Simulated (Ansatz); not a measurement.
# InGa2P3: the cost of one run

Method: DFT PBE, scalar-relativistic, plane waves, PAW, in Ansatz 0.2.0.

3 further runs of the same task are left out: 2 that didn't finish, 1 set aside as unsound or not needed.

## (1) The system as given

It takes space group P-3m1 (No. 164, trigonal). The conventional cell has a = 3.867 Å, b = 3.867 Å, c = 9.473 Å, α = 90.00°, β = 90.00°, γ = 120.00°. In (site symmetry -3m) has 6 P at 2.73 Å as nearest neighbours. Ga (site symmetry 3m) has 6 P at 2.73 Å as nearest neighbours. P (site symmetry -3m) is surrounded by 6 Ga at 2.73 Å. Around P (site symmetry 3m) lie 3 Ga at 2.73 Å and 3 In at 2.73 Å.

As a file:

```
CELL_PARAMETERS angstrom
3.86741 0.00000 0.00000
-1.93370 3.34927 0.00000
0.00000 0.00000 9.47317
ATOMIC_POSITIONS crystal
In 0.00000 0.00000 0.00000
Ga 0.33333 0.66667 0.66667
Ga 0.66667 0.33333 0.33333
P 0.00000 0.00000 0.50000
P 0.33333 0.66667 0.16667
P 0.66667 0.33333 0.83333
```

The start is an ordering of an alloy on its end members' structure types: elements ordered on the sites of the InP type, Ga/In on In (P-3m1, No. 164).

## (2) A first look at the guess

Contents of input.yaml:

```yaml
crystal:
  lattice:
    - [3.86740741, 0.0, 0.0]
    - [-1.93370371, 3.34927307, 0.0]
    - [0.0, 0.0, 9.47317479]
  atoms:
    - { symbol: In, position: [0.0, 0.0, 0.0] }
    - { symbol: Ga, position: [0.33333333, 0.66666667, 0.66666667] }
    - { symbol: Ga, position: [0.66666667, 0.33333333, 0.33333333] }
    - { symbol: P, position: [0.0, 0.0, 0.5] }
    - { symbol: P, position: [0.33333333, 0.66666667, 0.16666667] }
    - { symbol: P, position: [0.66666667, 0.33333333, 0.83333333] }
basis:
  ecutwfc: 420
kpoints:
  mp_grid: { grid: [6, 6, 2] }
hamiltonian:
  xc: pbe
scf:
  occupations: { method: gaussian, width: 0.1 }
  lower_state_search: "off"
output:
  forces: true
  stress: true
  eigenvalues: true
```

Command:

```console
$ ansatz run input.yaml --threads 1 --pin off --max-ram 2560MiB --backend cpu --events-out ev --progress --plain --runs-dir out
```

What time and memory should one allow on 1 thread of Intel Xeon at 2.50GHz (Skylake/Cascade Lake), shared host?

About 8.8 s, with a peak of 0.42 GiB.
